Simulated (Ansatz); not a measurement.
**GePt: a relaxation**

Aim: relax the cell and atoms of GePt.

Computed with Ansatz 0.2.0 (DFT PBE, scalar-relativistic, plane waves, PAW, unless a step's input says otherwise).

## Step 1: The system as given

The structure is orthorhombic, space group Pnma (No. 62). The conventional cell has a = 5.732 Å, b = 3.701 Å, c = 6.088 Å, α = 90.00°, β = 90.00°, γ = 90.00°. Around Ge (site symmetry m) lie 6 Pt at 2.50 to 2.63 Å. Pt (site symmetry m) is surrounded by 6 Ge at 2.50 to 2.63 Å.

As a file:

```cif
data_structure
_symmetry_space_group_name_H-M 'Pnma'
_symmetry_Int_Tables_number 62
_cell_length_a 5.7320
_cell_length_b 3.7010
_cell_length_c 6.0880
_cell_angle_alpha 90.000
_cell_angle_beta 90.000
_cell_angle_gamma 90.000
_cell_volume 129.15
loop_
_atom_site_label
_atom_site_type_symbol
_atom_site_symmetry_multiplicity
_atom_site_Wyckoff_symbol
_atom_site_fract_x
_atom_site_fract_y
_atom_site_fract_z
_atom_site_occupancy
Ge1 Ge 4 c 0.80500 0.75000 0.59000 1
Pt1 Pt 4 c 0.99000 0.75000 0.19500 1
```

Source of the structure: the Crystallography Open Database.

## Step 2: A first look at the start

Contents of input.yaml:

```yaml
crystal:
  lattice:
    - [5.732, 0.0, 0.0]
    - [0.0, 3.701, 0.0]
    - [0.0, 0.0, 6.088]
  atoms:
    - { symbol: Ge, position: [0.805, 0.75, 0.59] }
    - { symbol: Ge, position: [0.195, 0.25, 0.41] }
    - { symbol: Ge, position: [0.695, 0.25, 0.09] }
    - { symbol: Ge, position: [0.305, 0.75, 0.91] }
    - { symbol: Pt, position: [0.99, 0.75, 0.195] }
    - { symbol: Pt, position: [0.01, 0.25, 0.805] }
    - { symbol: Pt, position: [0.51, 0.25, 0.695] }
    - { symbol: Pt, position: [0.49, 0.75, 0.305] }
basis:
  ecutwfc: 420
kpoints:
  mp_grid: { grid: [4, 6, 4] }
hamiltonian:
  xc: pbe
scf:
  occupations: { method: gaussian, width: 0.1 }
output:
  forces: true
  stress: true
  eigenvalues: true
```

Command:

```bash
$ ansatz run input.yaml --threads 2 --pin off --max-ram 5120MiB --backend cpu --events-out ev --progress --plain --runs-dir out
```

The program printed, cut to the lines that bear on the results:

```text
[...]
SCF converged after 7 iterations
Free energy (F): -67275.544967 eV
[...]
E sigma→0 (E₀):  -67275.538461 eV
Entropy (-TS):   -0.013013 eV (-1.627 meV/atom)
Fermi energy:    17.981093 eV
[...]
--- Forces (eV/Å), atoms counted from 1 ---
  atom   1  Ge     0.45690899     0.00000000    -0.08676947
  atom   2  Ge    -0.45690899    -0.00000000     0.08676947
  atom   3  Ge    -0.45690899    -0.00000000    -0.08676947
  atom   4  Ge     0.45690899     0.00000000     0.08676947
  atom   5  Pt     0.19636575    -0.00000000    -0.00188018
  atom   6  Pt    -0.19636575     0.00000000     0.00188018
  atom   7  Pt    -0.19636575    -0.00000000    -0.00188018
  atom   8  Pt     0.19636575     0.00000000     0.00188018
[...]
--- Stress (GPa, compression-positive) ---
        8.758545      -0.000000      -0.000000
       -0.000000       7.861948       0.000000
       -0.000000       0.000000       7.235509
  P = ⅓ Tr σ = 7.9520 GPa (79.520 kbar)
--- Band table (eV; the first three rows and the last of 36) ---
[...]
```

It took 10 s on 2 threads of AMD EPYC 7R43 (Zen 3), shared host; peak memory 0.64 GiB.

From the probe: pressure 8.0 GPa, largest force 0.47 eV/Å, gap on this mesh none (metal). By this gap the next run takes a mesh of 6×10×6.

## Step 3: Relaxing cell and atoms

input.yaml: that of step 2 with these lines changed.

```diff
@@ -17,3 +17,3 @@
 kpoints:
-  mp_grid: { grid: [4, 6, 4] }
+  mp_grid: { grid: [6, 10, 6] }
 hamiltonian:
@@ -26 +26,10 @@
   eigenvalues: true
+  write_density: true
+  write_potential: true
+  elf: true
+  volumetric_format: npy
+relax:
+  adjacent_minimum: "off"
+  f_tol: 0.005
+  max_steps: 80
+  cell: { stress_tol: 0.05 }
```

Command:

```bash
$ ansatz run input.yaml --threads 2 --pin off --max-ram 5120MiB --backend cpu --events-out ev --progress --plain --runs-dir out
```

The program printed:

```text
Warning: RAYON_NUM_THREADS=2 ignored (pool sized by the plan → 2); use --threads N
Engine: ansatz 0.2.0, x86_64-unknown-linux-gnu
Pseudopotentials: kind: paw
Pseudopotential: Ge, paw, valence charge 14, recommended cutoff 420 eV (normal), Ge.paw.azcp
Pseudopotential: Pt, paw, valence charge 18, recommended cutoff 420 eV (normal), Pt.paw.azcp
Functional definition: PBE
  parameter kappa = 0.804
  parameter beta = 0.06672455060314922
  exchange = pbe_x(kappa = kappa, mu = beta*pi^2/3)
  correlation = pbe_c(beta = beta)
Crystal: 8 atoms, lattice volume = 129.152 Å³
Basis set: ecut = 420 eV, 2543 PW (Γ), exchange–correlation on 80×50×90 points (8 copies of the dense FFT grid, shifted against one another)
Bands: 77, of which v1, the nominal top of the filled ones, is band 64 counted from 1 (63 counted from 0)
Symmetry: 8 space group operations
Space group: Pnma (ITA 62), of the structure as read, at distance tolerance 5.1e-5 Å
k-points: 96 of 360
Non-local potential: Ge, projectors of the file, l = 0: 2, l = 1: 2, l = 2: 3, l = 3: 1
Non-local potential: Pt, projectors of the file, l = 0: 3, l = 1: 2, l = 2: 2, l = 3: 1
PAW form: soft (Blöchl's): semilocal exchange-correlation on the pseudo side does not see the compensation charge
PAW one-centre angular grid: Ge, 590 points (default); XC on 64 Gauss nodes
PAW one-centre angular grid: Pt, 590 points (default); XC on 64 Gauss nodes
Initial density: superposition of atomic densities (neutral atoms: chi_scale 0, normalization atom), corrected by the library's trained network
Initial wavefunctions: pseudopotential atomic-orbital guess
Functional: x = pbe(κ = 0.804, μ = 0.2195149727645171), c = pbe(β = 0.06672455060314922)
SCF iter   1: F=—  HF=-67275.524582 eV  |F-HF|=—  |Δ(HF+E_count)|=         —  Δρ=3.21e-3  dr2=4.95e-3  ethr=1.77e-3  ⟨swp⟩=5.2  Hψ=24227  notcnv=0  defer=131
preconditioner: auto → Kerker (q_TF=auto, 2.724 Å⁻¹)  [metal: Δε(μ)=0.008 eV  Ē_g=17.418 eV  σ=0.100 eV  W_gap=0.04  n_scr=42 (ndim 8)  ℏωp=32.0 eV  f_vac=0.001  D(μ)=2.35/eV (n_scr^D=10)]
SCF iter   2: F=—  HF=-67275.528746 eV  |F-HF|=—  |Δ(HF+E_count)|=   4.16e-3  Δρ=1.79e-3  dr2=1.44e-3  ethr=3.87e-6  ⟨swp⟩=3.0  Hψ=16197  notcnv=0  defer=136
SCF iter   3: F=—  HF=-67275.529542 eV  |F-HF|=—  |Δ(HF+E_count)|=   7.97e-4  Δρ=3.52e-4  dr2=1.10e-4  ethr=1.13e-6  ⟨swp⟩=3.0  Hψ=13180  notcnv=0  defer=136
SCF iter   4: F=—  HF=-67275.529540 eV  |F-HF|=—  |Δ(HF+E_count)|=   2.60e-6  Δρ=1.19e-4  dr2=9.52e-6  ethr=8.61e-8  ⟨swp⟩=2.0  Hψ=11418  notcnv=0  defer=136
SCF iter   5: F=—  HF=-67275.529573 eV  |F-HF|=—  |Δ(HF+E_count)|=   3.30e-5  Δρ=3.86e-5  dr2=1.47e-6  ethr=7.44e-9  ⟨swp⟩=2.0  Hψ=11119  notcnv=0  defer=136
SCF iter   6: F=—  HF=-67275.529573 eV  |F-HF|=—  |Δ(HF+E_count)|=   4.97e-7  Δρ=1.28e-5  dr2=2.17e-7  ethr=1.15e-9  ⟨swp⟩=2.0  Hψ=11334  notcnv=0  defer=136
SCF iter   7: F=-67275.529573 eV  HF=-67275.529573 eV  |F-HF|=8.73e-10  |Δ(HF+E_count)|=   6.76e-8  Δρ=4.21e-6  dr2=2.80e-8  ethr=7.81e-11  ⟨swp⟩=11.7  Hψ=45198  notcnv=0
SCF 1 converged in 7 iterations: F = -67275.529573 eV  dr2 = 2.80e-8
relax step   1: F+E_penalty+E_count = -67275.52957309 eV  Δ(F+E_penalty+E_count) = +0.000e0 eV  max|allowed force component| = 4.361e-1 eV/Å  Δτ_max = 0.0000 Å  P = +7.995 GPa  Ω = 129.152 Å³  (7 SCF iters, dr2 threshold 1.00e-7 eV, accepted)
[... from here on, the SCF cycles and remarks between the steps are left out ...]
relax step   2: F+E_penalty+E_count = -67275.65645220 eV  Δ(F+E_penalty+E_count) = -1.269e-1 eV  max|allowed force component| = 1.679e-1 eV/Å  Δτ_max = 0.0314 Å  P = -4.009 GPa  Ω = 138.974 Å³  energy of the carried Pulay correction = -3.810e-3 eV  (7 SCF iters, dr2 threshold 8.00e-7 eV, accepted)
relax step   3: F+E_penalty+E_count = -67275.71267630 eV  Δ(F+E_penalty+E_count) = -5.622e-2 eV  max|allowed force component| = 1.666e-1 eV/Å  Δτ_max = 0.0273 Å  P = -0.727 GPa  Ω = 135.379 Å³  energy of the carried Pulay correction = -2.448e-3 eV  (6 SCF iters, dr2 threshold 8.00e-7 eV, accepted)
relax step   4: F+E_penalty+E_count = -67275.72390135 eV  Δ(F+E_penalty+E_count) = -1.123e-2 eV  max|allowed force component| = 8.833e-2 eV/Å  Δτ_max = 0.0207 Å  P = -0.400 GPa  Ω = 135.275 Å³  energy of the carried Pulay correction = -2.408e-3 eV  (6 SCF iters, dr2 threshold 8.00e-7 eV, accepted)
relax step   5: F+E_penalty+E_count = -67275.73024042 eV  Δ(F+E_penalty+E_count) = -6.339e-3 eV  max|allowed force component| = 3.739e-2 eV/Å  Δτ_max = 0.0237 Å  P = +0.118 GPa  Ω = 135.017 Å³  energy of the carried Pulay correction = -2.309e-3 eV  (6 SCF iters, dr2 threshold 8.00e-7 eV, accepted)
relax step   6: F+E_penalty+E_count = -67275.73068345 eV  Δ(F+E_penalty+E_count) = -4.430e-4 eV  max|allowed force component| = 7.528e-3 eV/Å  Δτ_max = 0.0047 Å  P = -0.001 GPa  Ω = 135.077 Å³  energy of the carried Pulay correction = -2.332e-3 eV  (6 SCF iters, dr2 threshold 1.76e-7 eV, accepted)
relax step   7: F+E_penalty+E_count = -67275.73071145 eV  Δ(F+E_penalty+E_count) = -2.800e-5 eV  max|allowed force component| = 1.770e-3 eV/Å  Δτ_max = 0.0008 Å  P = +0.000 GPa  Ω = 135.077 Å³  energy of the carried Pulay correction = -2.332e-3 eV  (6 SCF iters, dr2 threshold 3.54e-9 eV, accepted)
relax step   8: F+E_penalty+E_count = -67275.73282799 eV  Δ(F+E_penalty+E_count) = -2.117e-3 eV  max|allowed force component| = 1.755e-3 eV/Å  Δτ_max = 0.0000 Å  P = -0.010 GPa  Ω = 135.077 Å³  stress off target by 2.31e-2 GPa  SCF on the basis re-selected at this cell (its energy is not comparable with the rows above)  (8 SCF iters)
basis re-selected at this cell: Δ(F+E_penalty+E_count) = -2.117e-3 eV, ΔP = -0.011 GPa vs the last step (what re-selecting the basis moved, of the pressure what is left beyond the Pulay correction that the steps carried, after the strain that the cell walked since its last selection, with what the two solves' SCF thresholds leave and, on support functions, any second-order correction that the steps lacked; it is no measure of the basis error at this ecutwfc). The dense FFT grid was sized anew with the basis: this SCF ran on 40×27×45 points, the steps before it on 40×25×45, so part of this shift can come from that change (see relax.cell in the input reference). This SCF's stress stands 2.31e-2 GPa from its target on what of the cell is left free (relax.cell.stress_tol is 5.00e-2 GPa) and its largest allowed force component is 1.76e-3 eV/Å (relax.f_tol is 5.00e-3 eV/Å): within both
SCF converged after 8 iterations
Free energy (F): -67275.732828 eV
Harris-Foulkes:  -67275.732828 eV  (|F-HF|=0.00e0)
Internal energy: -67275.721944 eV  (E = F + TS)
E sigma→0 (E₀):  -67275.727386 eV
Entropy (-TS):   -0.010884 eV (-1.361 meV/atom)
Fermi energy:    16.914705 eV
--- Per-component energies (eV) ---
  E_band       = -1171.538628
  E_kinetic    = 2999.843077
  E_local      = -15396.758520  (includes V_loc(G=0)·N_el)
  E_nonlocal   = 2471.929125
  E_hartree    = 6316.966062
  E_xc         = -1351.656725
  E_vxc        = -1473.050742  (∫ρ·V_xc dr)
  E_paw        = -45896.910257  (= ΣΔE_a)
  E_vpaw       = -2407.435896  (= ΣTr[D̂ρ^β])
  E_aug_tail   = 0.002108  (compensation charges beyond the density's cutoff)
  E_ewald      = -16419.136814
  E_smearing   = -0.010884  (= −TS)
  E_closure    = -0.000000  (closes the sum)
  Σ components = -67275.732828   (vs F -67275.732828, Δ=0.00e0)
--- Forces (eV/Å), atoms counted from 1 ---
  atom   1  Ge    -0.00068668     0.00000000    -0.00010726
  atom   2  Ge     0.00068668     0.00000000     0.00010726
  atom   3  Ge     0.00068668     0.00000000    -0.00010726
  atom   4  Ge    -0.00068668    -0.00000000     0.00010726
  atom   5  Pt     0.00009323     0.00000000    -0.00175524
  atom   6  Pt    -0.00009323    -0.00000000     0.00175524
  atom   7  Pt    -0.00009323    -0.00000000    -0.00175524
  atom   8  Pt     0.00009323     0.00000000     0.00175524
  max |Σ_I F_I| component: 6.94e-18 eV/Å
--- Stress (GPa, compression-positive) ---
        0.009518      -0.000000      -0.000000
       -0.000000      -0.023063       0.000000
       -0.000000       0.000000      -0.017050
  P = ⅓ Tr σ = -0.0102 GPa (-0.102 kbar)
--- Band table (eV; the first three rows and the last of 96) ---
  k-point 0: bands = ["-82.0257", "-82.0229", "-82.0223", "-82.0195", "-36.3463", "-36.3369", "-36.3258", "-36.2959", "-36.2795", "-36.2648", "-36.2600", "-36.2553", "-36.2353", "-36.2257", "-36.2140", "-36.2127", "-8.1971", "-8.1901", "-8.1898", "-8.1870", "-8.1767", "-8.1665", "-8.1548", "-8.1508", "-8.1474", "-8.1467", "-8.1459", "-8.1402", "-8.1322", "-8.1314", "-8.1286", "-8.1280", "-8.1269", "-8.1259", "-8.1241", "-8.1239", "4.2255", "7.1537", "7.2382", "8.2992", "9.8049", "9.8194", "11.2267", "11.4030", "11.5198", "11.6504", "11.8229", "12.1863", "12.4257", "12.4293", "12.8417", "13.1471", "13.1608", "13.7910", "13.8437", "13.9214", "14.0583", "14.0842", "14.2291", "14.3571", "14.5399", "15.5315", "15.6292", "16.0035", "17.5636", "17.6925", "19.8800", "20.1192", "20.2431", "20.6648", "21.7337", "21.9178", "21.9252", "22.3468", "22.9929", "23.0560", "24.2029"]
[... 3 lines left out ...]
--- Relaxed structure (7 steps of the walk, 7 accepted, 1 SCFs on fresh bases) ---
  F+E_penalty+E_count = -67275.73282799 eV   max|allowed force component| = 1.755e-3 eV/Å   (the final SCF, on the basis selected at the relaxed cell)
  cell:  # Å, volume = 135.0766 Å³
    - [5.827135211928279, 3.3633111322814636e-32, -1.0640593275826669e-17]
    - [2.0728912326891697e-32, 3.744518720395702, -2.2562103294373932e-33]
    - [-1.1301453569998742e-17, -3.711377596761645e-33, 6.1905450693967214]
  atoms:
    - { symbol: Ge, position: [0.8132301585352737, 0.75, 0.5874912890394112] }
    - { symbol: Ge, position: [0.18676984146472617, 0.25, 0.41250871096058894] }
    - { symbol: Ge, position: [0.6867698414647261, 0.25, 0.08749128903941117] }
    - { symbol: Ge, position: [0.3132301585352738, 0.75, 0.9125087109605892] }
    - { symbol: Pt, position: [1.0017840204613215, 0.75, 0.19301383224985533] }
    - { symbol: Pt, position: [-0.0017840204613215232, 0.25, 0.8069861677501449] }
    - { symbol: Pt, position: [0.49821597953867847, 0.25, 0.6930138322498555] }
    - { symbol: Pt, position: [0.5017840204613215, 0.75, 0.3069861677501447] }
```

It took 5.5 min on 2 threads of AMD EPYC 7R43 (Zen 3), shared host; peak memory 0.98 GiB.

The steps of the relaxation:

```
step  E - E(step 1) (eV/cell)  largest force component (eV/Å)  pressure (GPa)  volume (Å³)
   1                   0.0000                          0.4361            8.00       129.15
   2                  -0.1269                          0.1679           -4.01       138.97
   3                  -0.1831                          0.1666           -0.73       135.38
   4                  -0.1943                          0.0883           -0.40       135.27
   5                  -0.2007                          0.0374            0.12       135.02
   6                  -0.2011                          0.0075            0.00       135.08
   7                  -0.2011                          0.0018            0.00       135.08
   8                  -0.2033                          0.0018           -0.01       135.08
```

Step 1 is the start. Step 8 repeats the geometry before it on a plane-wave basis chosen anew for that cell, so its energy need not be comparable with the rows above.

|  | before | after | change |
| --- | --- | --- | --- |
| a (Å) | 5.732 | 5.827 | +1.7 % |
| b (Å) | 3.701 | 3.745 | +1.2 % |
| c (Å) | 6.088 | 6.191 | +1.7 % |
| volume (Å³/atom) | 16.14 | 16.88 | +4.6 % |
| shortest distance (Å) | 2.504 | 2.512 | +0.3 % |
| space group (0.01 Å) | Pnma | Pnma | same |

The run keeps the 8 symmetry operations of the start, so it could not have lowered the symmetry.

Density in a lattice plane of the grid's cell (edges 5.83 and 6.19 Å, at 0.250 of the third edge), which holds Ge and Pt.

Values in e/Å³, 12 rows by 12 columns:
```
 3.95  1.94  0.39  0.15  0.13  0.21  0.31  0.38  0.40  0.39  0.56  2.00
11.18  6.39  0.79  0.24  0.31  0.93  1.66  0.88  0.31  0.28  0.90  6.66
 9.14  4.82  0.65  0.28  0.72  5.28  9.17  4.85  0.65  0.28  0.72  5.25
 1.71  0.90  0.34  0.29  0.90  6.62 11.10  6.35  0.81  0.24  0.31  0.95
 0.31  0.37  0.38  0.39  0.56  1.91  3.82  1.85  0.37  0.15  0.13  0.21
 0.23  0.76  3.72  1.82  0.49  0.39  0.40  0.28  0.14  0.08  0.07  0.11
 0.23  2.54 42.82 13.59  0.61  0.23  0.13  0.10  0.09  0.05  0.06  0.09
 0.23  0.90  5.45  2.36  0.37  0.17  0.13  0.12  0.10  0.08  0.07  0.10
 0.17  0.27  0.37  0.27  0.15  0.13  0.17  0.27  0.34  0.27  0.15  0.13
 0.13  0.12  0.09  0.07  0.07  0.10  0.23  0.87  4.68  2.15  0.36  0.17
 0.14  0.11  0.07  0.05  0.06  0.09  0.23  2.43 39.77 12.72  0.60  0.23
 0.37  0.26  0.15  0.08  0.07  0.11  0.23  0.72  2.91  1.56  0.49  0.38
```
Columns run along the first of these edges and rows up along the second, over one cell in 12 and 12 even steps from the bottom left corner. Atoms in the plane (fractional): Ge at (0.19, 0.41), Ge at (0.69, 0.09), Pt at (1.00, 0.81), Pt at (0.50, 0.69).

ELF in the same plane.

Ten even steps from ' ' (0.01) to '@' (0.68):
```
****++==--::....::--==++****++++++****++==++
@@@@##++==--::::--====++++**********++++**%%
@@@@@@**==--------==++++++============**%%@@
@@@@@@**==------==**%%%%##++--------==##@@@@
@@@@%%++--------**%%@@@@@@%%++--------**%%@@
%%##++--------==##@@@@@@@@@@**==------==**%%
++==============**%%@@@@@@@@**==--------==++
++++**********++++**%%@@%%##++==--::::----==
++**++++++++****++==++**++++==--::....::--==
++++==--::::==++**==----------::..    ....--
====::      ::++++++--::::::....        ..--
++==::      ..==++++--::......          ..--
++++==..  ..--==++==::............      ..--
++++++============--::::::--==----::......--
--==++++++====--::::::--==++++++====--::::::
::::--==----::......--++++++============--::
............      ..--++++==..  ..--==++==::
::......          ..--++==::      ..==++++--
::::::....        ..--====--      ::++++++--
--------::..    ....--++++==--::--==****==--
```
Columns run along the first of these edges and rows up along the second, over one cell in 22 and 20 even steps from the bottom left corner. Atoms in the plane (fractional): Ge at (0.19, 0.41), Ge at (0.69, 0.09), Pt at (1.00, 0.81), Pt at (0.50, 0.69).

Both are smooth fields of the valence electrons: close to the nuclei they are not physical.

Outside the cores ELF peaks at 0.49 on the Ge–Pt line, 1.1 Å from Ge.

## Step 4: Results

| quantity | value |
| --- | --- |
| relaxed cell | a = 5.827 Å, b = 3.745 Å, c = 6.191 Å, α = 90.00°, β = 90.00°, γ = 90.00° |
| space group (0.01 Å) | Pnma (No. 62) |
| volume | 16.88 Å³/atom |
| formation energy (elements from runs with the same settings, not shown) | -0.47 eV/atom |
| gap on the mesh | none (metal) |

The cell grew by 4.6 % in volume on relaxing. PBE usually gives cells somewhat too large. The runs treat Pt without spin-orbit coupling.
